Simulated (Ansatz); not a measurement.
An input for Ansatz 0.2.0 (GeSb2Te4 (R3m)):

```yaml
crystal:
  lattice:
    - [2.1439564303, 1.2378138222, 13.8970814052]
    - [-2.1439564303, 1.2378138222, 13.8970814052]
    - [0.0, -2.4756276443, 13.8970814052]
  atoms:
    - { symbol: Ge, position: [0.5707270915, 0.5707270915, 0.5707270915] }
    - { symbol: Sb, position: [0.4268692356, 0.4268692356, 0.4268692356] }
    - { symbol: Sb, position: [0.9973515323, 0.9973515323, 0.9973515323] }
    - { symbol: Te, position: [0.8702507872, 0.8702507872, 0.8702507872] }
    - { symbol: Te, position: [0.1345721226, 0.1345721226, 0.1345721226] }
    - { symbol: Te, position: [0.7112882538, 0.7112882538, 0.7112882538] }
    - { symbol: Te, position: [0.2889399772, 0.2889399772, 0.2889399772] }
kpoints:
  mp_grid: { grid: [4, 4, 4] }
  band_path:
    path:
      - [0.0, 0.0, 0.0]
      - [0.5, 0.5, 0.5]
      - [0.82799106, 0.17200894, 0.5]
      - [0.5, -0.17200894, 0.17200894]
      - [0.5, 0.0, 0.0]
      - [0.33600447, -0.33600447, 0.0]
      - [0.66399553, 0.0, 0.33600447]
      - [0.5, 0.0, 0.5]
      - [0.1, 0.0, 0.0]
      - [0.532799106, 0.467200894, 0.5]
      - [0.033600447, -0.033600447, 0.0]
    npoints: 1
hamiltonian:
  xc: hse06
  pseudopotentials: { kind: paw, azcp: { folder: soft_1 } }
scf:
  occupations: { method: fixed }
  n_extra_bands: 6
output:
  eigenvalues: true
```

```sh
ansatz run input.yaml --threads 2 --pin off --max-ram 92160MiB --backend cuda --events-out ev --progress --plain --runs-dir out --devices 1 --max-vram 13GiB
```

How long will it take on 1 × NVIDIA H100 80GB HBM3 (shared by 6 runs) with 2 threads of AMD EPYC 7R13 (Zen 3), shared host, and how much memory?

It took 79 s; on shared hardware allow 39 s to 2.6 min. Peak host memory was 2.2 GiB. The sizes that set the cost: 4301 plane waves a state, 13 irreducible k points and 23 SCF cycles.

Exact exchange couples every pair of k points and filled bands, so it costs far more than a semilocal run.

[Paths, hosts, dates, memory and timing lines, banners, echoed tables and standing remarks are left out of the program output.]

[Logs are printed without paths, hosts, clocks, repeated set-up lines and the standing remarks that a program may print on its own settings, such as how far it seeks lower states.]

[Runs of the session that timed out or met a known fault of the program may be left out.]

[Cells called generated may have been cut or substituted from an entry of the Crystallography Open Database or the Materials Project.]

[Hosts, paths, dates, database ids (printed as entryN), source tags and the programs' standing remarks are cut or masked in the printed files.]
